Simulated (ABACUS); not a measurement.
Write the native input for ABACUS 3.10.1 that does the following.

```
Task                                          : single point
Functional                                    : PBE
Potentials or basis                           : PseudoDojo NC SR 0.4.1 PBE standard, lanthanides 3+ (f in core)
Cutoff                                        : 1361 eV
Density cutoff                                : 5442 eV
Basis                                         : DZP LCAO (the cutoffs set its grid)
k mesh                                        : 9 × 9 × 9
Occupations                                   : fermi-dirac, width 0.05 eV
Spin                                          : collinear spin, ferromagnetic start
Starting moments                              : [1.0] μB
Orbital files                                 : Tb Tb_confined-atom_8au_3s2p2d1f.orb
Radial cutoff of the potentials (pseudo_rcut) : 10 bohr
SCF threshold on the density                  : 1e-07
Max SCF steps                                 : 100
Eigensolver                                   : genelpa
Mixing                                        : broyden
Mixing share                                  : 0.4
Symmetry key                                  : 1
```

Crystal: Tb.

```
Tb
1.0
     0.00000    2.51997    2.51997
     2.51997    0.00000    2.51997
     2.51997    2.51997    0.00000
Tb
1
Direct
  0.00000 0.00000 0.00000
```

This isn't the form of Tb at room conditions, which is hcp.

One way to write it, as run:

INPUT

```
INPUT_PARAMETERS
suffix              Tb
calculation         scf
basis_type          lcao
pseudo_dir          ./
orbital_dir         ./
symmetry            1
dft_functional      pbe
ecutwfc             100
pseudo_rcut         10
nspin               2
nbands              10
ks_solver           genelpa
smearing_method     fd
smearing_sigma      0.00367493
scf_thr             1e-07
scf_nmax            100
mixing_type         broyden
mixing_beta         0.4
cal_force           1
cal_stress          1
out_mul             1
```

STRU

```
ATOMIC_SPECIES
Tb 158.9254 Tb.upf

NUMERICAL_ORBITAL
Tb_confined-atom_8au_3s2p2d1f.orb

LATTICE_CONSTANT
1.8897261246

LATTICE_VECTORS
0.0000000000 2.5199650902 2.5199650902
2.5199650902 0.0000000000 2.5199650902
2.5199650902 2.5199650902 0.0000000000

ATOMIC_POSITIONS
Direct

Tb
0.0
1
0.0000000000 0.0000000000 0.0000000000 1 1 1 mag 0
```

KPT

```
K_POINTS
0
Gamma
9 9 9 0 0 0
```

Potentials or basis: PseudoDojo NC SR 0.4.1 PBE standard, lanthanides 3+ (f in core), DZP LCAO (the cutoffs set its grid).

Run with:

```console
$ OMP_NUM_THREADS=1 mpirun -np 4 abacus > log
```

Results of the run:

* Band gap on the k mesh: none (metal or under the smearing width)
* Net moment: 0.00 μB per cell
* Absolute moment: 0.00 μB per cell

Caveat: the atomic orbitals were generated for these runs and aren't a published set; the magnetic or orbital state may not be the lowest; all typed moments are zero, and the program then starts from 1 μB on every atom; spin-orbit coupling is left out, which moves the levels of the heavy elements; the 4f electrons are frozen in the core as for a trivalent ion, so they carry no moment and show no levels; the basis of atomic orbitals isn't converged, which shifts pressures, moduli and gaps.

Wall time 12 s on 4 MPI ranks on AMD EPYC 7B13 (Zen 3) (shared host), peak memory 0.4 GiB a rank.
